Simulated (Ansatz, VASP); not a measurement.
# Cross-check of LiCl between VASP and Ansatz, part 2 of 2

Aim: how closely do two programs agree when they are given the same cell, functional and k mesh? The cell is taken from a series of VASP runs on this material, whose earlier steps may have relaxed, scaled or displaced it; both programs get it as it stands.

VASP 6.6.1 and Ansatz 0.2.0.

So far: The starting structure; Ansatz: band structure, PBE0.

## 3. VASP: band structure, PBE0

Level of this step: PBE0; plane waves and PAW (Cl, Li_sv) (VASP).

The same cell, functional, mesh and smearing now go to VASP, with its own data sets and cutoff.

Lines of VASP's logs that name or quote its potential files are left out, and so is its time.

The run reads the wave functions of an earlier VASP run, which isn't shown here.

The input, INCAR:

```
SYSTEM = LiCl
PREC = Accurate
ENCUT = 580
EDIFF = 1E-06
NELM = 100
ISMEAR = 0
SIGMA = 0.03
LREAL = .FALSE.
ALGO = Normal
LHFCALC = .TRUE.
AEXX = 0.25
GGA = PE
LASPH = .TRUE.
NBANDS = 11
PRECFOCK = Fast
HFRCUT = -1
LORBIT = 11
LWAVE = .FALSE.
LCHARG = .FALSE.
KPAR = 4
```

The input, POSCAR:

```
LiCl
1.0
    0.0000000000      2.5715000000      2.5715000000
    2.5715000000      0.0000000000      2.5715000000
    2.5715000000      2.5715000000      0.0000000000
Cl Li
1 1
Direct
    0.5000000000      0.5000000000      0.5000000000
    0.0000000000      0.0000000000      0.0000000000
```

The input, KPOINTS:

```
Automatic mesh
0
Gamma
5 5 5
0 0 0
```

The input, KPOINTS_OPT:

```
Line mode
10
Line-mode
Reciprocal
  0.00000000   0.00000000   0.00000000 GAMMA
  0.50000000   0.00000000   0.50000000 X

  0.50000000   0.00000000   0.50000000 X
  0.50000000   0.25000000   0.75000000 W

  0.50000000   0.25000000   0.75000000 W
  0.37500000   0.37500000   0.75000000 K

  0.37500000   0.37500000   0.75000000 K
  0.00000000   0.00000000   0.00000000 GAMMA

  0.00000000   0.00000000   0.00000000 GAMMA
  0.50000000   0.50000000   0.50000000 L

  0.50000000   0.50000000   0.50000000 L
  0.62500000   0.25000000   0.62500000 U

  0.62500000   0.25000000   0.62500000 U
  0.50000000   0.25000000   0.75000000 W

  0.50000000   0.25000000   0.75000000 W
  0.50000000   0.50000000   0.50000000 L

  0.50000000   0.50000000   0.50000000 L
  0.37500000   0.37500000   0.75000000 K

  0.62500000   0.25000000   0.62500000 U
  0.50000000   0.00000000   0.50000000 X
```

PAW data sets: Cl and Li_sv (PBE family, release 64).

Launch:

```
mpirun -np 4 vasp_std
```

Numbers of over 12 decimals in the logs are rounded to 6 here.

Log:

```text
[banner, memory and clock lines left out]
running    4 mpi-ranks, on    1 nodes
 distrk:  each k-point on    1 cores,    4 groups
 distr:  one band on    1 cores,    1 groups

 POSCAR found type information on POSCAR ClLi
 POSCAR found :  2 types and       2 ions
 LDA part: xc-table for (Slater+PW92), standard interpolation
 found WAVECAR, reading the header
 POSCAR, INCAR and KPOINTS ok, starting setup
 FFT: planning ... GRIDC
 FFT: planning ... GRID_SOFT
 FFT: planning ... GRID
 HFRCUT set to (new)   10.049327
 reading WAVECAR
 the WAVECAR file was read successfully
 initial charge from wavefunction
 entering main loop
       N       E                     dE             d eps       ncg     rms          rms(c)
DAV:   1    -0.897498041558E+01   -0.89750E+01   -0.73247E-01   314   0.615E+00    0.139E+00
DAV:   2    -0.898051697035E+01   -0.55366E-02   -0.22577E-02   246   0.126E+00    0.100E+00
DAV:   3    -0.897752827647E+01    0.29887E-02   -0.27275E-03   241   0.366E-01    0.639E-01
DAV:   4    -0.897682576289E+01    0.70251E-03   -0.10112E-03   323   0.189E-01    0.409E-01
DAV:   5    -0.897666078951E+01    0.16497E-03   -0.18549E-04   359   0.863E-02    0.248E-01
DAV:   6    -0.897660878556E+01    0.52004E-04   -0.35882E-05   332   0.445E-02    0.145E-01
DAV:   7    -0.897659302214E+01    0.15763E-04   -0.11967E-05   318   0.289E-02    0.822E-02
DAV:   8    -0.897658855982E+01    0.44623E-05   -0.35788E-06   333   0.170E-02    0.462E-02
DAV:   9    -0.897658729717E+01    0.12626E-05   -0.11818E-06   227   0.103E-02    0.261E-02
DAV:  10    -0.897658693726E+01    0.35992E-06   -0.41113E-07   128   0.658E-03
   1 F= -.89765869E+01 E0= -.89765869E+01  d E =-.714999E-51
 Start KPOINTS_OPT (optional k-point list driver)
k-point batch [1-10\100]
       N       E                     dE             ncg
DAV:   1    -0.764160723002E+03   -0.26602E+04      220
DAV:   2    -0.130740214488E+04   -0.54324E+03      277
DAV:   3    -0.135037657929E+04   -0.42974E+02      294
DAV:   4    -0.135121895220E+04   -0.84237E+00      313
DAV:   5    -0.135122956629E+04   -0.10614E-01      329
DAV:   6    -0.135122966797E+04   -0.10168E-03      318
DAV:   7    -0.135122966866E+04   -0.68893E-06      310
[...]
k-point batch [91-100\100]
       N       E                     dE             ncg
DAV:   1    -0.925607049217E+03   -0.53525E+04      220
DAV:   2    -0.136320563700E+04   -0.43760E+03      262
DAV:   3    -0.139556474465E+04   -0.32359E+02      301
DAV:   4    -0.139619302502E+04   -0.62828E+00      316
DAV:   5    -0.139619900815E+04   -0.59831E-02      343
DAV:   6    -0.139619904187E+04   -0.33719E-04      293
DAV:   7    -0.139619904213E+04   -0.26344E-06      315
```

Parts of OUTCAR (step 3):

```text
ion  position               nearest neighbor table
   1  0.500  0.500  0.500-   2 2.57   2 2.57   2 2.57   2 2.57   2 2.57   2 2.57
   2  0.000  0.000  0.000-   1 2.57   1 2.57   1 2.57   1 2.57   1 2.57   1 2.57

  LATTYP: Found a face centered cubic cell.
 ALAT       =     5.1430000000

 Subroutine GETGRP returns: Found 48 space group operations
 (whereof 48 operations were pure point group operations)

The static configuration has the point symmetry O_h .

 Found     10 irreducible k-points:

   k-points           NKPTS =     10   k-points in BZ     NKDIM =    125   number of bands    NBANDS=     11

   dimension x,y,z NGX =    30 NGY =   30 NGZ =   30
   dimension x,y,z NGXF=    60 NGYF=   60 NGZF=   60

   ENCUT  =  580.0 eV  42.63 Ry    6.53 a.u.   7.14  7.14  7.14*2*pi/ulx,y,z

   NELECT =      10.0000    total number of electrons

 k-points in reciprocal lattice and weights: Automatic mesh
   0.00000000  0.00000000  0.00000000       0.008
   0.20000000  0.00000000  0.00000000       0.064
   0.40000000  0.00000000  0.00000000       0.064
   0.20000000  0.20000000  0.00000000       0.048
   0.40000000  0.20000000  0.00000000       0.192
  -0.40000000  0.20000000  0.00000000       0.192
  -0.20000000  0.20000000  0.00000000       0.096
   0.40000000  0.40000000  0.00000000       0.048
  -0.40000000  0.40000000  0.00000000       0.096
  -0.40000000  0.40000000  0.20000000       0.192

  exchange ACFDT corr.  =         0.00000000  see jH, gK, PRB 81, 115126

 average (electrostatic) potential at core
       1 -88.4078       2 -56.1133

 E-fermi :  -0.5271

 k-point     1 :       0.0000    0.0000    0.0000
  band No.  band energies     occupation
      1     -47.1544      2.00000
      2     -15.5086      2.00000
      3      -0.8417      2.00000
      4      -0.8417      2.00000
      5      -0.8417      2.00000
      6       7.5650      0.00000
      7      13.3810      0.00000
      8      13.3810      0.00000
      9      13.3810      0.00000
     10      16.0980      0.00000
    ...

 k-point     2 :       0.2000    0.0000    0.0000
  band No.  band energies     occupation
      1     -47.1535      2.00000
      2     -15.3143      2.00000
      3      -2.0648      2.00000
      4      -0.9433      2.00000
      5      -0.9433      2.00000
      6       8.4257      0.00000
      7      12.2430      0.00000
      8      12.6414      0.00000
      9      12.6414      0.00000
     10      14.9669      0.00000
    ...

 k-point     3 :       0.4000    0.0000    0.0000
  band No.  band energies     occupation
      1     -47.1519      2.00000
      2     -14.9598      2.00000
      3      -3.6442      2.00000
      4      -1.0962      2.00000
      5      -1.0962      2.00000
      6       8.1334      0.00000
      7      11.1163      0.00000
      8      11.1163      0.00000
      9      13.9607      0.00000
     10      17.7920      0.00000
    ...

  energy-cutoff  :      580.00
  volume of cell :       34.01
      direct lattice vectors                 reciprocal lattice vectors
     0.000000000  2.571500000  2.571500000    -0.194439043  0.194439043  0.194439043
     2.571500000  0.000000000  2.571500000     0.194439043 -0.194439043  0.194439043
     2.571500000  2.571500000  0.000000000     0.194439043  0.194439043 -0.194439043

 POSITION                                       TOTAL-FORCE (eV/Angst)
 -----------------------------------------------------------------------------------
      2.57150      2.57150      2.57150         0.000000     -0.000000      0.000000
      0.00000      0.00000      0.00000         0.000000      0.000000     -0.000000
 -----------------------------------------------------------------------------------
    total drift:                                0.000000      0.000000     -0.000000

  FREE ENERGIE OF THE ION-ELECTRON SYSTEM (eV)
  ---------------------------------------------------
  free  energy   TOTEN  =        -8.9765869373 eV

  energy  without entropy=       -8.9765869373  energy(sigma->0) =       -8.97658694

 total charge
# of ion       s       p       d       tot
------------------------------------------
    1        1.582   3.610   0.000   5.192
    2        2.004   0.034   0.000   2.038
--------------------------------------------------
tot          3.586   3.644   0.000   7.230

[... 3 further parts left out ...]
```

The k-mesh is coarse for unscreened exact exchange, which converges slowly with it.

## 4. Differences

Known differences besides the potentials themselves: exact exchange at q = 0 is treated differently, which shows on coarse meshes; VASP keeps PBE cores, Ansatz makes them for the functional; the cutoff is 420 eV in Ansatz and 580 eV in VASP; VASP takes a coarser grid for exact exchange (PRECFOCK = Fast). Total energies have different zeros and are not compared.

The two programs side by side:

```
                     quantity  Ansatz   VASP  difference
gap over the path points (eV)   8.395  8.403      -0.008
```

Levels at points of the path, from each program's valence-band top (eV; 3 filled, then empty):

```
k (reciprocal lattice)                               Ansatz                                 VASP
     0.000 0.000 0.000      0.00 0.00 0.00 8.39 14.12 14.12      0.00 0.00 0.00 8.40 14.22 14.22
     0.500 0.000 0.500   -3.11 -1.19 -1.19 9.99 10.34 14.83  -3.11 -1.18 -1.18 10.03 10.37 14.83
     0.500 0.222 0.722  -2.43 -2.11 -1.15 11.54 12.26 12.66  -2.43 -2.10 -1.15 11.58 12.29 12.69
     0.403 0.347 0.750  -2.64 -1.93 -0.93 10.32 12.13 13.68  -2.64 -1.93 -0.93 10.35 12.17 13.70
     0.125 0.125 0.250   -1.11 -0.42 -0.01 9.49 12.66 13.46   -1.11 -0.42 -0.01 9.49 12.71 13.51
     0.083 0.083 0.167    -0.58 -0.19 0.00 8.98 13.19 13.97    -0.58 -0.19 0.00 8.99 13.25 14.04
     0.278 0.278 0.278   -1.95 -0.17 -0.17 9.30 12.69 12.69   -1.95 -0.17 -0.17 9.30 12.73 12.73
     0.556 0.389 0.556   -2.87 -1.04 -0.47 9.80 11.65 12.38   -2.87 -1.04 -0.47 9.80 11.68 12.41
     0.583 0.250 0.667  -2.62 -1.95 -0.96 10.47 12.14 13.60  -2.62 -1.94 -0.96 10.50 12.18 13.62
     0.500 0.306 0.694  -2.42 -2.08 -0.99 11.57 11.60 13.03  -2.42 -2.08 -0.99 11.59 11.64 13.07
```

Among the levels compared at these points, filled levels agree within 2 meV and empty ones within 96 meV.

## 5. Results

| Quantity | Value |
| --- | --- |
| difference in gap over the path points (band structure, PBE0) | -0.0077 eV |

What this shows: The difference in gap over the path points is -0.0077 eV (band structure, PBE0), within the 0.08 eV picked in this series as the mark of a large difference. How closely two codes agree says nothing of how well the functional describes the real material.

[Lines on the potential files, build, host, timing and source positions are cut from VASP's logs without a mark.]

[Logs are printed without paths, hosts, clocks, repeated set-up lines and the standing remarks that a program may print on its own settings, such as how far it seeks lower states.]

[Hosts, paths, dates, database ids (printed as entryN), source tags and the programs' standing remarks are cut or masked in the printed files.]
